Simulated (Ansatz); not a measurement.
CdSe in the zincblende structure, relaxed with r2SCAN in the PAW code Ansatz. Space group F-43m (No. 216), cubic; a = 6.136 Å in the conventional setting, 28.87 Å³ an atom. Cd is surrounded by 4 Se at 2.66 Å; Se is surrounded by 4 Cd at 2.66 Å.

The axes x, y and z are those of this cell:
```yaml
crystal:
  lattice:
    - [0.00000, 3.06778, 3.06778]
    - [3.06778, 0.00000, 3.06778]
    - [3.06778, 3.06778, 0.00000]
  atoms:
    - { symbol: Cd, position: [0.00000, 0.00000, 0.00000] }
    - { symbol: Se, position: [0.25000, 0.25000, 0.25000] }
```

Unstrained: With PBE the gap is 0.555 eV and direct, at Γ. r2SCAN gives a direct gap of 1.037 eV at Γ. With HSE06 the gap is 1.483 eV and direct, at Γ. Meshes: PBE 8×8×8, r2SCAN 8×8×8, HSE06 6×6×6. Strains are changes of length per length, and xy shears are angles. After each strain the atoms were relaxed again with r2SCAN within the symmetry that the strain leaves, so tilts or polar shifts that break it weren't tested; points keep the names that they have in the unstrained zone. Spin-unpolarised throughout; all numbers are computed.

(1) For epitaxial -4.0 % in the plane normal to [111], how far does the free direction move, and what happens to the gap?

(2) Estimate what xy shear, engineering strain (angle) -1.0 % does to the gap.

(3) One strain changed the r2SCAN stress by xx +0.80, yy +0.80, zz +0.80 GPa (compression positive) and the gap by +0.031 eV (PBE), +0.034 eV (r2SCAN), +0.037 eV (HSE06). Which kind of strain was it, and roughly how large?

(4) For epitaxial +0.5 % in the xy plane, how far does the free direction move, and what happens to the gap?

(5) Apply uniaxial -5.0 % along x, other directions held. How far does the gap move, against the unstrained cell?

## Answers

(1) The normal strain at zero normal stress is +3.58 %, 0.89 of the in-plane strain with the sign turned. PBE: the gap goes from 0.555 to 0.449 eV (-0.106 eV); with r2SCAN the top three valence levels at Γ, degenerate before, become 2+1 from the top over 435 meV. r2SCAN: the gap goes from 1.037 to 0.924 eV (-0.113 eV). HSE06: the gap goes from 1.483 to 1.372 eV (-0.111 eV).

(2) PBE: the gap goes from 0.555 to 0.533 eV (-0.022 eV); with r2SCAN the top three valence levels at Γ, degenerate before, become 1+1+1 from the top over 44 meV. r2SCAN: the gap goes from 1.037 to 1.014 eV (-0.023 eV). HSE06: the gap goes from 1.483 to 1.460 eV (-0.023 eV). The r2SCAN energy rises by 0.2 meV an atom.

(3) Isotropic -0.5 % on every length. The pattern of the stress gives the kind; the size needs the stiffness, so it is an estimate.

(4) The normal strain at zero normal stress is -0.80 %, 1.60 of the in-plane strain with the sign turned. PBE: the gap goes from 0.555 to 0.525 eV (-0.030 eV); with r2SCAN the top three valence levels at Γ, degenerate before, become 1+2 from the top over 40 meV. r2SCAN: the gap goes from 1.037 to 1.006 eV (-0.031 eV). HSE06: the gap goes from 1.483 to 1.451 eV (-0.032 eV).

(5) PBE: the gap goes from 0.555 to 0.557 eV (+0.002 eV); with r2SCAN the top three valence levels at Γ, degenerate before, become 1+2 from the top over 152 meV. r2SCAN: the gap goes from 1.037 to 1.047 eV (+0.010 eV). HSE06: the gap goes from 1.483 to 1.500 eV (+0.017 eV). The r2SCAN energy rises by 14.1 meV an atom.

The runs are scalar-relativistic, without spin-orbit coupling.

The meshes of the hybrids are coarse, so their gaps aren't converged to the digits shown.

The splittings at Γ are without spin-orbit coupling, which regroups them where it is of like size or larger.
